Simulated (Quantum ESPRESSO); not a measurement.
Here is a Quantum ESPRESSO 7.5 calculation.

The input pw.in:

```
&CONTROL
  calculation = 'scf'
  prefix = 'pwscf'
  outdir = './tmp'
  pseudo_dir = './pseudo'
  tprnfor = .true.
  tstress = .true.
  disk_io = 'low'
/
&SYSTEM
  ibrav = 0
  nat = 1
  ntyp = 1
  ecutwfc = 70
  nbnd = 12
  input_dft = 'pbesol'
  occupations = 'smearing'
  smearing = 'fd'
  degauss = 0.00367493
/
&ELECTRONS
  conv_thr = 2d-10
  electron_maxstep = 120
  mixing_beta = 0.5
/
ATOMIC_SPECIES
Nb    92.9064 Nb_ONCV_PBE-1.2.upf
CELL_PARAMETERS bohr
  -3.1444097851    3.1444097851    3.1444097851
   3.1444097851   -3.1444097851    3.1444097851
   3.1444097851    3.1444097851   -3.1444097851
ATOMIC_POSITIONS bohr
Nb     0.0000000000    0.0000000000    0.0000000000
K_POINTS automatic
11 11 11 0 0 0
```

Contents of bands.in:

```
&CONTROL
  calculation = 'bands'
  prefix = 'pwscf'
  outdir = './tmp'
  pseudo_dir = './pseudo'
  disk_io = 'low'
  verbosity = 'high'
/
&SYSTEM
  ibrav = 0
  nat = 1
  ntyp = 1
  ecutwfc = 70
  nbnd = 12
  input_dft = 'pbesol'
  occupations = 'smearing'
  smearing = 'fd'
  degauss = 0.00367493
/
&ELECTRONS
  conv_thr = 1d-08
  electron_maxstep = 120
  mixing_beta = 0.5
  diago_full_acc = .true.
  startingwfc = 'random'
/
ATOMIC_SPECIES
Nb    92.9064 Nb_ONCV_PBE-1.2.upf
CELL_PARAMETERS bohr
  -3.1444097851    3.1444097851    3.1444097851
   3.1444097851   -3.1444097851    3.1444097851
   3.1444097851    3.1444097851   -3.1444097851
ATOMIC_POSITIONS bohr
Nb     0.0000000000    0.0000000000    0.0000000000
K_POINTS crystal
60
 0.0000000000  0.0000000000  0.0000000000 1
 0.0416666667 -0.0416666667  0.0416666667 1
 0.0833333333 -0.0833333333  0.0833333333 1
 0.1250000000 -0.1250000000  0.1250000000 1
 0.1666666667 -0.1666666667  0.1666666667 1
 0.2083333333 -0.2083333333  0.2083333333 1
 0.2500000000 -0.2500000000  0.2500000000 1
 0.2916666667 -0.2916666667  0.2916666667 1
 0.3333333333 -0.3333333333  0.3333333333 1
 0.3750000000 -0.3750000000  0.3750000000 1
 0.4166666667 -0.4166666667  0.4166666667 1
 0.4583333333 -0.4583333333  0.4583333333 1
 0.5000000000 -0.5000000000  0.5000000000 1
 0.4375000000 -0.4375000000  0.5000000000 1
 0.3750000000 -0.3750000000  0.5000000000 1
 0.3125000000 -0.3125000000  0.5000000000 1
 0.2500000000 -0.2500000000  0.5000000000 1
 0.1875000000 -0.1875000000  0.5000000000 1
 0.1250000000 -0.1250000000  0.5000000000 1
 0.0625000000 -0.0625000000  0.5000000000 1
 0.0000000000  0.0000000000  0.5000000000 1
 0.0000000000  0.0000000000  0.4444444444 1
 0.0000000000  0.0000000000  0.3888888889 1
 0.0000000000  0.0000000000  0.3333333333 1
 0.0000000000  0.0000000000  0.2777777778 1
 0.0000000000  0.0000000000  0.2222222222 1
 0.0000000000  0.0000000000  0.1666666667 1
 0.0000000000  0.0000000000  0.1111111111 1
 0.0000000000  0.0000000000  0.0555555556 1
 0.0000000000  0.0000000000  0.0000000000 1
 0.0227272727  0.0227272727  0.0227272727 1
 0.0454545455  0.0454545455  0.0454545455 1
 0.0681818182  0.0681818182  0.0681818182 1
 0.0909090909  0.0909090909  0.0909090909 1
 0.1136363636  0.1136363636  0.1136363636 1
 0.1363636364  0.1363636364  0.1363636364 1
 0.1590909091  0.1590909091  0.1590909091 1
 0.1818181818  0.1818181818  0.1818181818 1
 0.2045454545  0.2045454545  0.2045454545 1
 0.2272727273  0.2272727273  0.2272727273 1
 0.2500000000  0.2500000000  0.2500000000 1
 0.2708333333  0.1875000000  0.2708333333 1
 0.2916666667  0.1250000000  0.2916666667 1
 0.3125000000  0.0625000000  0.3125000000 1
 0.3333333333  0.0000000000  0.3333333333 1
 0.3541666667 -0.0625000000  0.3541666667 1
 0.3750000000 -0.1250000000  0.3750000000 1
 0.3958333333 -0.1875000000  0.3958333333 1
 0.4166666667 -0.2500000000  0.4166666667 1
 0.4375000000 -0.3125000000  0.4375000000 1
 0.4583333333 -0.3750000000  0.4583333333 1
 0.4791666667 -0.4375000000  0.4791666667 1
 0.5000000000 -0.5000000000  0.5000000000 1
 0.2500000000  0.2500000000  0.2500000000 1
 0.2083333333  0.2083333333  0.2916666667 1
 0.1666666667  0.1666666667  0.3333333333 1
 0.1250000000  0.1250000000  0.3750000000 1
 0.0833333333  0.0833333333  0.4166666667 1
 0.0416666667  0.0416666667  0.4583333333 1
 0.0000000000  0.0000000000  0.5000000000 1
```

Potentials or basis: SG15 PBE 1.2.

Launch:

```sh
$ OMP_NUM_THREADS=1 pw.x -in pw.in > pw.out
$ OMP_NUM_THREADS=1 pw.x -in bands.in > bands.out
```

Question: Predict the band gap on the k mesh.

Answer: None (metal or under the smearing width).

Question: Estimate the pressure.

Answer: -7.6 GPa.

Levels at the corners of the path, in eV from the Fermi level:
```
point  band 2  band 3  band 4  band 5  band 6  band 7  band 8  band 9  band 10  band 11
    Γ  -29.57  -29.57  -29.57   -5.88    0.41    0.41    0.41    3.25     3.25    14.30
    H  -30.45  -30.45  -30.45   -3.59   -3.59    5.54    5.54    5.54     8.92     8.92
    N  -30.85  -29.98  -29.58   -3.62   -1.57    2.22    3.27    3.94     6.30    11.65
    Γ  -29.57  -29.57  -29.57   -5.88    0.41    0.41    0.41    3.25     3.25    14.30
    P  -30.22  -30.22  -30.22   -1.05   -1.05   -1.05    4.07    4.07     9.18    11.77
    H  -30.45  -30.45  -30.45   -3.59   -3.59    5.54    5.54    5.54     8.92     8.92
    P  -30.22  -30.22  -30.22   -1.05   -1.05   -1.05    4.07    4.07     9.18    11.77
    N  -30.85  -29.98  -29.58   -3.62   -1.57    2.22    3.27    3.94     6.30    11.65
```

Caveat: the potentials were made for another functional, which shifts forces and pressure.
